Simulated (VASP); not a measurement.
Write an ASE script for VASP 6.6.1 that does the following.

```yaml
Task: density of states
Functional: r2SCAN
Potentials_or_basis: VASP PAW PBE potentials, release 64 (La)
Cutoff: 520 eV
k_mesh: 9 × 9 × 9
Occupations: fermi-dirac, width 0.02 eV
Spin: no spin polarisation
Further_INCAR_settings: ALGO = Normal; EDIFF = 1.00e-06
```

The structure of La lies in La.xyz:

```xyz
1
Lattice="-2.2251156258 2.2251156258 2.2251156258 2.2251156258 -2.2251156258 2.2251156258 2.2251156258 2.2251156258 -2.2251156258" Properties=species:S:1:pos:R:3 pbc="T T T"
La     0.0000000000      0.0000000000      0.0000000000
```

This isn't the form of La at room conditions, which is double hcp.

The cell isn't the ideal one: volume scaled by 1.15.

The input as run:

run.py

```python
from ase.calculators.vasp import Vasp
from ase.dft.dos import DOS
from ase.io import read

atoms = read('La.xyz')
calc = Vasp(
    directory='calc',
    xc='r2scan',
    pp='PBE',
    setups='recommended',
    prec='Accurate',
    encut=520,
    ediff=1e-06,
    ismear=-1,
    sigma=0.02,
    lreal=False,
    lasph=True,
    nelm=60,
    algo='Normal',
    isif=2,
    lwave=False,
    lcharg=False,
    lmaxmix=6,
    lmixtau=True,
    lorbit=11,
    kpts=[9, 9, 9],
    gamma=True,
)
atoms.calc = calc

print('energy (eV):', atoms.get_potential_energy())
print('free energy (eV):', atoms.get_potential_energy(force_consistent=True))
print('forces (eV/A):')
print(atoms.get_forces())
print('stress (eV/A^3, Voigt):', atoms.get_stress())
print('Fermi level (eV):', calc.get_fermi_level())
dos = DOS(calc, width=0.1, window=(-10, 10), npts=201)
print('E - E_F (eV), DOS (1/eV)')
for e, g in zip(dos.get_energies(), dos.get_dos()):
    print(f'{e:8.3f} {g:10.4f}')
```

Potentials or basis: VASP PAW PBE potentials, release 64 (La).

Launch:

```sh
$ python run.py
```

It gave:

The pressure is -2.9 GPa. The band gap on the k mesh is none (metal or under the smearing width) and the valence electrons inside the program's atomic spheres are La 8.44.

Caveat: the PAW data sets were made with another functional, which shifts forces and pressure a little.

Run time: 2.3 min on 1 thread of Intel(R) Xeon(R) Platinum 8488C (Sapphire Rapids), on a shared host, peak memory 0.18 GiB.
